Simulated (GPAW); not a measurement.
A run of GPAW 26.7.0:

File run.py:

```python
from ase import Atoms
from ase.filters import FrechetCellFilter
from ase.io import write
from ase.optimize import BFGS
from ase.units import GPa
from gpaw import GPAW, PW, setup_paths

setup_paths.insert(0, '.')

atoms = Atoms(['Fe', 'O'],
              cell=[[0.0, 2.1554, 2.1554],
                    [2.1554, 0.0, 2.1554],
                    [2.1554, 2.1554, 0.0]],
              scaled_positions=[[0.0, 0.0, 0.0],
                                [0.5, 0.5, 0.5]],
              pbc=True)
atoms.set_initial_magnetic_moments([3.0, 0.0])

calc = GPAW(mode=PW(800),
            xc='PBEsol',
            kpts={'size': (9, 9, 9), 'gamma': True},
            occupations={'name': 'fermi-dirac', 'width': 0.05},
            nbands=17,
            convergence={'density': 1e-05, 'forces': 0.0001},
            maxiter=150,
            txt='gpaw.txt')
atoms.calc = calc
opt = BFGS(FrechetCellFilter(atoms, scalar_pressure=10 * GPa), trajectory='relax.traj', logfile='-')
done = opt.run(fmax=0.02, steps=60)
calc.write('gs.gpw')
write('result.traj', atoms)
print('Converged:', done)
print('Cell:', atoms.cell.cellpar().round(4))
print('Volume:', round(atoms.get_volume(), 4))
print(atoms.get_scaled_positions().round(5))
```

Potentials or basis: PAW data sets generated in the run's folder for this functional, pw.

Launch:

```sh
$ gpaw-setup -f PBEsol Fe O
$ OMP_NUM_THREADS=1 python run.py
```

Hardware: 1 thread of Arm Neoverse V1, on a shared host.

Problem. Estimate the wall time of this run.

Solution. Run time: 84 s on 1 thread of Arm Neoverse V1, on a shared host, peak memory 0.25 GiB. Counts: scf iterations 45, plane waves 1039, bands 17, k points 35, ion steps 4.
